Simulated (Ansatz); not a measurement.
**ZnCu under strains and displacements**

These are results of DFT PBE, scalar-relativistic, plane waves, PAW (Ansatz 0.2.0), not measurements.

Settings: cutoff 420 eV, Γ-centred mesh 12×12×12 on the computed 2-atom cell, Gaussian smearing of 0.10 eV; no spin polarisation.

Reference cell:

```
CELL_PARAMETERS angstrom
2.94500 0.00000 0.00000
0.00000 2.94500 0.00000
0.00000 0.00000 2.94500
ATOMIC_POSITIONS crystal
Zn 0.50000 0.50000 0.50000
Cu 0.00000 0.00000 0.00000
```

Each variant moves atoms of this cell by the vectors given, if any (Å), and then applies a symmetric strain (tensor components, Cartesian axes). The reference cell isn't relaxed at this level. Energies are per atom at zero smearing, counted from the lowest variant. Pressure is positive in compression.

1. strain (xx yy zz yz xz xy, %) 3.87 1.74 3.90 -0.13 3.00 -2.63; moves: Zn1 (-0.012, -0.004, -0.027); Cu2 (0.012, 0.004, 0.027)
2. strain (xx yy zz yz xz xy, %) 2.86 2.86 -0.14 0.00 0.00 0.00
3. strain (xx yy zz yz xz xy, %) 2.90 6.53 1.16 -1.24 0.69 0.71; moves: Zn1 (0.086, 0.016, -0.234); Cu2 (-0.086, -0.016, 0.234)
4. no strain; moves: Cu2 (0.038, 0.012, 0.020)
5. strain (xx yy zz yz xz xy, %) 0.21 0.21 0.21 2.00 -2.00 -2.00

| variant | ΔE (meV/atom) | P (GPa) | largest force (eV/Å) | gap on mesh (eV) | space group |
| --- | --- | --- | --- | --- | --- |
| 1 | 37.0 | -6.13 | 0.17 | 0 | P1 |
| 2 | 1.8 | -3.66 | 0.00 | 0 | P4/mmm |
| 3 | 230.4 | 1.87 | 1.83 | 0 | P1 |
| 4 | ? | ? | ? | ? | ? |
| 5 | 13.3 | 2.32 | 0.00 | 0 | R-3m |

Question: Give the withheld rows.

Answer:
```tsv
variant	ΔE (meV/atom)	P (GPa)	largest force (eV/Å)	gap on mesh (eV)	space group
4	0.0	2.58	0.21	0	P1
```